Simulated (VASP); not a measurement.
AgBr under changes of volume

One of the cells (24.116 Å³/atom); the others are scaled copies at fixed shape and fractional positions:

```xyz
2
Lattice="0.0000 2.8892 2.8892 2.8892 0.0000 2.8892 2.8892 2.8892 0.0000" Properties=species:S:1:pos:R:3 pbc="T T T"
Ag    0.0000    0.0000    0.0000
Br    2.8892    2.8892    2.8892
```

- Program: VASP 6.6.1
- Functional: PBE
- Potentials or basis: VASP PAW PBE potentials, release 64 (Ag, Br)
- Cutoff: 520 eV
- k mesh: 8 × 8 × 8
- Occupations: fermi-dirac, width 0.05 eV
- Spin: no spin polarisation

```tsv
volume (Å³/atom)	energy over the lowest point (meV/atom)	pressure (GPa)	gap on the mesh (eV)
22.225	?	?	?
22.698	28.46	4.6	0.67
23.171	16.73	3.3	0.67
24.116	3.03	1.3	0.68
24.589	0.34	0.5	0.68
25.062	0.00	-0.3	0.69
```

Problem. What does the run at 22.225 Å³/atom give?

Solution. Energy over the lowest point 44.01 meV/atom; pressure 5.9 GPa; gap on the mesh 0.67 eV.

Worked out: A Birch-Murnaghan fit of order 3 (a polynomial in V^(-2/3)) to the other rows has its minimum at 24.90 Å³/atom with B0 = V·E''(V) = 39 GPa and B' = 5.3. It gives 44.01 meV/atom at 22.225 Å³/atom, against the run's 44.01, and -dE/dV = 6.0 GPa, against 5.9. A straight line through the other rows of the gap, of slope 0.193 eV per unit of ln V, extrapolates to 0.66 eV, against the run's 0.67.

Energies are extrapolated to zero smearing.

A mesh can miss the band edges. Spin-orbit coupling on Ag, Br is left out.
